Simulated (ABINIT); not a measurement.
Wanted: the native input for an ABINIT 10.8.3 (patched build) run.

```yaml
Task: equation of state
Functional: PBE
Potentials_or_basis: PseudoDojo NC SR PBE v0.4 stringent
Cutoff: 1551 eV
k_mesh: 6 × 6 × 6
Occupations: fermi-dirac, width 0.05 eV
Spin: no spin polarisation
```

Crystal: GaP.

```
CELL_PARAMETERS angstrom
0.00000 2.72525 2.72525
2.72525 0.00000 2.72525
2.72525 2.72525 0.00000
ATOMIC_POSITIONS crystal
Ga 0.00000 0.00000 0.00000
P 0.75000 0.75000 0.75000
```

The input as run:

run.abi

```
# Datasets: one volume each
ndtset 7
getwfk -1
scalecart1 3*0.9795861087
scalecart2 3*0.9864848297
scalecart3 3*0.9932883884
scalecart4 3*1.0000000000
scalecart5 3*1.0066227096
scalecart6 3*1.0131594038
scalecart7 3*1.0196128224

# Pseudopotentials
pp_dirpath "./"
pseudos "Ga.upf, P.upf"

# Structure
acell 3*1.0
rprim
     0.0000000000     5.1499761211     5.1499761211
     5.1499761211     0.0000000000     5.1499761211
     5.1499761211     5.1499761211     0.0000000000
ntypat 2
znucl 31 15
natom 2
typat 1 2
xred
     0.0000000000     0.0000000000     0.0000000000
     0.7500000000     0.7500000000     0.7500000000

# Plane-wave basis
ecut 1551.049016 eV

# k points
kptopt 1
ngkpt 6 6 6
nshiftk 1
shiftk 0.0 0.0 0.0

# Exchange and correlation
ixc 11

# Bands and occupations
nband 17
occopt 3
tsmear 0.05 eV

# SCF cycle
nstep 100
tolvrs 1.0e-10

# Output
iomode 3
prtwf 1
prtden 0
prteig 0
prtebands 0
prtvol 2
```

Potentials or basis: PseudoDojo NC SR PBE v0.4 stringent.

Run with:

```bash
$ abinit run.abi > log 2>&1
```

It gave:

```json
{
 "Equilibrium volume": "20.86 Å³/atom",
 "Bulk modulus": "77 GPa",
 "Pressure derivative of the bulk modulus": "4.4"
}
```

Caveat: pressures at fixed basis lie under the slope of the energies.

Wall time 6.1 min on 1 thread of Arm Neoverse V1 (shared host), peak memory 0.16 GiB.
